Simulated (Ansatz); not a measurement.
**Moving the fixed moment of the cell in Ni3Ge**

```cif
data_structure
_symmetry_space_group_name_H-M 'Pm-3m'
_symmetry_Int_Tables_number 221
_cell_length_a 3.5303
_cell_length_b 3.5303
_cell_length_c 3.5303
_cell_angle_alpha 90.000
_cell_angle_beta 90.000
_cell_angle_gamma 90.000
_cell_volume 44.00
loop_
_atom_site_label
_atom_site_type_symbol
_atom_site_symmetry_multiplicity
_atom_site_Wyckoff_symbol
_atom_site_fract_x
_atom_site_fract_y
_atom_site_fract_z
_atom_site_occupancy
Ge1 Ge 1 a 0.00000 0.00000 0.00000 1
Ni1 Ni 3 c 0.50000 0.50000 0.00000 1
```

The cell comes from a database or a generator and needn't be the stable form of this composition.

Kept alike: task single point; functional PBEsol; k mesh 6 × 6 × 6; occupations fermi-dirac, width 0.05 eV. Program: Ansatz, Ansatz PAW, cutoff 420 eV. The mesh is that of the run's cell of 4 atoms. No spin-orbit coupling.

| run | pressure (GPa) | largest site moment (μB) | free energy over the lowest row (meV/atom) |
| --- | --- | --- | --- |
| A | 17.96 | 1.26 | 780.35 |
| B | 12.33 | 1.11 | 517.30 |
| C | -0.93 | 0.00 | 0.00 |
| D | 32.24 | 1.60 | 1619.02 |
| E | 1.36 | 0.50 | 73.51 |
| F | 7.56 | 0.91 | 301.93 |
| G | -0.15 | 0.28 | 27.27 |
| H | 3.70 | 0.71 | 159.69 |

Pressure is positive in compression, with a Pulay correction for the finite cutoff. For a metal such a mesh leaves the last digits unconverged. The runs hold the magnetic state that their start led to, which needn't be the lowest. Site moments count inside each atom's sphere or projector. All rows use potentials made for PBE.

Q: The runs differ in the fixed moment of the cell alone: 0; 0.8; 1.5; 2.2; 3; 3.8; 4.5; 6 μB. Which run is which?

A: Run A is 4.5 μB; run B is 3.8 μB; run C is 0 μB; run D is 6 μB; run E is 1.5 μB; run F is 3 μB; run G is 0.8 μB; run H is 2.2 μB. The pressure rises from -0.93 to 32.24 GPa between 0 and 6 μB. The largest site moment rises from 0.00 to 1.60 μB between 0 and 6 μB. The free energy rises from 0.00 to 1619.02 meV/atom between 0 and 6 μB.
